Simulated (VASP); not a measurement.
These are PBE GGA, VASP's PBE PAW potentials (set 64) (plane waves; VASP) values and carry that method's errors.

A VASP calculation is set up with these files.

KPOINTS:
```
Automatic mesh
0
gamma
  11 11 3
0 0 0
```

### POSCAR
```
InN
1
    3.4438260000     0.0000000000     0.0000000000
   -1.7219130000     2.9824410000     0.0000000000
    0.0000000000     0.0000000000    11.2742030000
In N
4 4
Direct
  0.0000000000   0.0000000000   0.0000000000
  0.0000000000   0.0000000000   0.5000000000
  0.6666670000   0.3333330000   0.7501800000
  0.3333330000   0.6666670000   0.2501800000
  0.0000000000   0.0000000000   0.8121600000
  0.0000000000   0.0000000000   0.3121600000
  0.6666670000   0.3333330000   0.5632900000
  0.3333330000   0.6666670000   0.0632900000
```

**INCAR**
```
GGA=PE
ENCUT=400
LWAVE=F
EDIFF=1E-6
LCHARG=F
ALGO=Normal   ! blocked Davidson
LASPH=T
LREAL=F
SIGMA=0.1   ! width (eV)
ISMEAR=1
PREC=Accurate
ISIF=2   ! forces and stress, cell fixed
SYSTEM=InN
LMAXMIX=4   ! l cut-off of mixed one-centre charges
NELM=100   ! most electronic steps
```

POTCAR, in this order: In_d N (PBE.64 set). Program: vasp_std.

Output of the run:

### OSZICAR
```
       N       E                     dE             d eps       ncg     rms          rms(c)
DAV:   1     0.804203322696E+03    0.80420E+03   -0.29366E+04  2760   0.201E+03
DAV:   2     0.890185912604E+02   -0.71518E+03   -0.69693E+03  2847   0.525E+02
DAV:   3    -0.432998727493E+02   -0.13232E+03   -0.12961E+03  3339   0.232E+02
DAV:   4    -0.515579208358E+02   -0.82580E+01   -0.82104E+01  3573   0.625E+01
DAV:   5    -0.517374189019E+02   -0.17950E+00   -0.17937E+00  4069   0.916E+00    0.220E+01
DAV:   6    -0.418713388436E+02    0.98661E+01   -0.42005E+01  4356   0.650E+01    0.165E+01
DAV:   7    -0.422751808940E+02   -0.40384E+00   -0.54935E+00  3018   0.128E+01    0.551E+00
DAV:   8    -0.421996349227E+02    0.75546E-01   -0.46629E-01  4314   0.614E+00    0.271E+00
DAV:   9    -0.421800090667E+02    0.19626E-01   -0.11118E-01  4344   0.359E+00    0.563E-01
DAV:  10    -0.421782920541E+02    0.17170E-02   -0.11308E-02  4060   0.113E+00    0.404E-01
DAV:  11    -0.421793625385E+02   -0.10705E-02   -0.15076E-02  4819   0.809E-01    0.192E-01
DAV:  12    -0.421787558069E+02    0.60673E-03   -0.33251E-03  4255   0.519E-01    0.984E-02
DAV:  13    -0.421787781513E+02   -0.22344E-04   -0.31081E-04  3247   0.106E-01    0.433E-02
DAV:  14    -0.421787792473E+02   -0.10960E-05   -0.13174E-05  3527   0.229E-02    0.254E-02
DAV:  15    -0.421787797214E+02   -0.47405E-06   -0.24026E-06  2289   0.110E-02
   1 F= -.42178780E+02 E0= -.42178920E+02  d E =0.420825E-03
```

File OUTCAR:
```
------------------------ aborting loop because EDIFF is reached ----------------------------------------
  FORCE on cell =-STRESS in cart. coord.  units (eV):
  Direction    XX          YY          ZZ          XY          YZ          ZX
  --------------------------------------------------------------------------------------
  Total       10.4359702     10.4359716      9.7443696      0.0000000     -0.0000000      0.0000000
  in kB      144.3924552    144.3924744    134.8234444      0.0000000     -0.0000000      0.0000000
  external PRESSURE =     141.2027913 kB  Pullay stress =       0.0000000 kB
  volume of cell :      115.80
      direct lattice vectors                 reciprocal lattice vectors
     3.443826000  0.000000000  0.000000000     0.290374717  0.167647910  0.000000000
    -1.721913000  2.982441000  0.000000000     0.000000000  0.335295820  0.000000000
     0.000000000  0.000000000 11.274203000     0.000000000  0.000000000  0.088698066
 POSITION                                       TOTAL-FORCE (eV/Angst)
 -----------------------------------------------------------------------------------
      0.00000      0.00000      0.00000         0.000000     -0.000000      0.049287
      0.00000      0.00000      5.63710        -0.000000      0.000000      0.049287
      1.72191      0.99415      8.45768        -0.000000     -0.000000     -0.013353
     -0.00000      1.98829      2.82058         0.000000      0.000000     -0.013353
      0.00000      0.00000      9.15646        -0.000000      0.000000      0.090323
      0.00000      0.00000      3.51936        -0.000000     -0.000000      0.090323
      1.72191      0.99415      6.35065         0.000000     -0.000000     -0.126258
     -0.00000      1.98829      0.71354        -0.000000      0.000000     -0.126258
 -----------------------------------------------------------------------------------
    total drift:                               -0.000000     -0.000000     -0.000852
  FREE ENERGIE OF THE ION-ELECTRON SYSTEM (eV)
  ---------------------------------------------------
  free  energy   TOTEN  =       -42.1787797214 eV

  energy  without entropy=      -42.1792005462  energy(sigma->0) =      -42.17892000
```
(Selected blocks of OUTCAR.)

OUTCAR:
```
 val. band max:        7.3674076247   @ k =   0.0000   0.0000   0.0000

 cond. band min:       7.4205602453   @ k =   0.0000   0.0000   0.0000


 Fermi energy:         7.4189827145

 k-point     1 :       0.0000    0.0000    0.0000
  band No.  band energies     occupation
      1      -7.8000      2.00000
      2      -7.7221      2.00000
      3      -7.7192      2.00000
      4      -7.6778      2.00000
      5      -6.1108      2.00000
      6      -6.0952      2.00000
      7      -6.0952      2.00000
      8      -6.0579      2.00000
      9      -6.0579      2.00000
     10      -6.0078      2.00000
     11      -6.0078      2.00000
     12      -5.9891      2.00000
     13      -5.9891      2.00000
     14      -5.6756      2.00000
     15      -5.6756      2.00000
     16      -5.6518      2.00000
     17      -5.6518      2.00000
     18      -5.5944      2.00000
     19      -5.5944      2.00000
     20      -5.5474      2.00000
     21      -5.5474      2.00000
     22      -5.3816      2.00000
     23      -5.3435      2.00000
     24      -3.9043      2.00000
     25       1.1439      2.00000
     26       3.8336      2.00000
     27       3.8565      2.00000
     28       6.4691      2.00000
     29       6.4691      2.00000
     30       6.9131      2.00000
     31       6.9131      2.00000
     32       6.9555      2.00000
     33       6.9555      2.00000
     34       7.2728      2.05866
     35       7.3674      1.75725
     36       7.4206      0.97330
     37       7.4206      0.97321
     38       9.7626      0.00000
     39      10.0035      0.00000
     40      10.7123      0.00000
     41      14.2933      0.00000
     42      14.6164      0.00000
     43      15.0014      0.00000

 k-point     2 :       0.0909    0.0000    0.0000
  band No.  band energies     occupation
      1      -7.7940      2.00000
      2      -7.7180      2.00000
      3      -7.7064      2.00000
      4      -7.6757      2.00000
      5      -6.0957      2.00000
...
```

At this cut-off the stress carries a Pulay error, which pulls relaxed volumes low. Unless said otherwise, spin-orbit coupling is left out, though it shifts the bands of the heavy elements here.

The structure was generated: InN was put into an ordered model structure, which need not be its known phase. The cell was not relaxed at this level, and its volume differs by -8.7 % from the start's.
